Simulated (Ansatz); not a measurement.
The system is As.

```xyz
1
Lattice="2.7037 0.0000 0.0000 0.0000 2.7037 0.0000 0.0000 0.0000 2.7037" Properties=species:S:1:pos:R:3 pbc="T T T"
As    1.3518    1.3518    1.3518
```

This isn't the form of As at room conditions, which is rhombohedral.

Base run:

```yaml
Program: Ansatz 0.2.0
Functional: PBEsol
Potentials_or_basis: all-electron LAPW, scalar-relativistic
Cutoff: 237 eV (chosen from the basis error)
Basis_error_allowed: 0.001 eV/atom
k_mesh: 10 × 10 × 10
Occupations: fermi-dirac, width 0.05 eV
Spin: no spin polarisation
```

Its results: pressure -1.5 GPa.

Question: The run is repeated on the same cell with these changes: functional from PBEsol to LDA. What comes out?

Answer: Pressure -3.2 GPa.

LDA binds more tightly than PBEsol, so the same cell stands under less pressure.
